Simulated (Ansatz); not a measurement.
Wanted: the native input for an Ansatz 0.2.0 run.

```
Task                : single point
Functional          : PBEsol
Potentials or basis : all-electron LAPW, scalar-relativistic
Cutoff              : 282 eV (chosen from the basis error)
Basis error allowed : 0.001 eV/atom
k mesh              : 10 × 10 × 7
Occupations         : fermi-dirac, width 0.05 eV
Spin                : no spin polarisation
```

The system is FePt (Tetraferroplatinum).

```xyz
2
Lattice="2.7235 0.0000 0.0000 0.0000 2.7235 0.0000 0.0000 0.0000 3.7200" Properties=species:S:1:pos:R:3 pbc="T T T"
Pt    1.3618    1.3618    1.8600
Fe    0.0000    0.0000    0.0000
```

These files were run (other wordings do the same):

input.yaml

```yaml
crystal:
  lattice:
    - [2.7235, 0.0, 0.0]
    - [0.0, 2.7235, 0.0]
    - [0.0, 0.0, 3.72]
  atoms:
    - { symbol: Pt, position: [0.5, 0.5, 0.5] }
    - { symbol: Fe, position: [0.0, 0.0, 0.0] }
kpoints:
  mp_grid: { grid: [10, 10, 7] }
scf:
  occupations: { method: fermi_dirac, width: 0.05 }
hamiltonian:
  xc: pbesol
  pseudopotentials: { kind: all_electron, lapw: { basis_error: 0.001 } }
output:
  forces: true
  stress: true
  eigenvalues: true
```

Potentials or basis: all-electron LAPW, scalar-relativistic.

Launch:

```console
$ ansatz run input.yaml --threads 2 --pin off --max-ram 6144MiB --backend cpu --events-out ev --progress --plain --runs-dir out
```

Results of the run:

* Pressure: -22.5 GPa
* Band gap on the k mesh: none (metal or under the smearing width)

It took 41 s on 2 threads of Intel(R) Xeon(R) Processor @ 2.50GHz (Skylake/Cascade Lake), on a shared host, peak memory 0.5 GiB.
